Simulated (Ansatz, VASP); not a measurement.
**Two plane-wave programs on MgO**

The input INCAR:

```
SYSTEM = MgO
ALGO     = Normal         ! electronic algorithm
EDIFF    = 1E-6           ! SCF threshold, eV
ENCUT    = 520            ! plane-wave cutoff, eV
GGA      = PS             ! functional
ISIF     = 2              ! what is computed and relaxed
ISMEAR   = 0              ! smearing method
LASPH    = .True.         ! aspherical terms in the spheres
LCHARG   = .True.         ! write CHGCAR
LELF     = .True.         ! ELF
LREAL    = .False.        ! projectors in reciprocal space
LVHAR    = .True.       
LWAVE    = .False.        ! write WAVECAR
NBANDS   = 16             ! bands
NELM     = 60             ! most SCF steps
PREC     = Accurate       ! precision mode
SIGMA    = 0.05           ! smearing width, eV
```

KPOINTS

```
k-points
0
Gamma
  9 9 6
  0 0 0
```

The input POSCAR:

```
MgO
1.0
    3.5530000000      0.0000000000      0.0000000000
   -1.7765000000      3.0769882596      0.0000000000
    0.0000000000      0.0000000000      4.1248000000
Mg O
2 2
Direct
    0.6666666667      0.3333333333      0.7500000000
    0.3333333333      0.6666666667      0.2500000000
    0.6666666667      0.3333333333      0.2500000000
    0.3333333333      0.6666666667      0.7500000000
```

Input for Ansatz:

```yaml
crystal:
  lattice:
    - [3.553, 0.0, 0.0]
    - [-1.7765, 3.0769882596, 0.0]
    - [0.0, 0.0, 4.1248]
  atoms:
    - { symbol: Mg, position: [0.6666666667, 0.3333333333, 0.75] }
    - { symbol: Mg, position: [0.3333333333, 0.6666666667, 0.25] }
    - { symbol: O, position: [0.6666666667, 0.3333333333, 0.25] }
    - { symbol: O, position: [0.3333333333, 0.6666666667, 0.75] }
basis:
  ecutwfc: 520.0
kpoints:
  mp_grid: { grid: [9, 9, 6] }
hamiltonian:
  xc: pbesol
  pseudopotentials: { kind: paw, azcp: { folder: soft_1 } }
scf:
  occupations: { method: gaussian, width: 0.05 }
output:
  forces: true
  stress: true
  eigenvalues: true
```

Alike in both runs: task single point; functional PBEsol; k mesh 9 × 9 × 6; occupations gaussian, width 0.05 eV; no spin polarisation.

|  | VASP | Ansatz |
| --- | --- | --- |
| version | VASP 6.6.1 | Ansatz 0.2.0 |
| potentials or method | VASP PAW PBE potentials, release 64 (Mg, O) | scalar-relativistic, plane waves, PAW |
| plane-wave cutoff (eV) | 520 | 520 |
| valence electrons in the cell | 16 | 32 |

|  | VASP | Ansatz | Ansatz less VASP |
| --- | --- | --- | --- |
| gap on the k mesh at the Fermi level (eV) | 3.23 | 3.24 | +0.009 |
| least direct gap on the mesh (eV) | 3.23 | 3.24 | +0.009 |
| pressure (GPa) | -2.0 | -1.6 | +0.44 |
| largest component of the traceless stress (GPa) | 3.65 | 3.70 | +0.048 |

With one functional, cell and mesh, what is left measures potentials, basis and numerics. The two sets of potentials don't hold the same shells in valence. Ansatz warned: «pseudo_functional_mismatch».

Caveats: the PAW data sets were made with another functional, which shifts forces and pressure a little (VASP).
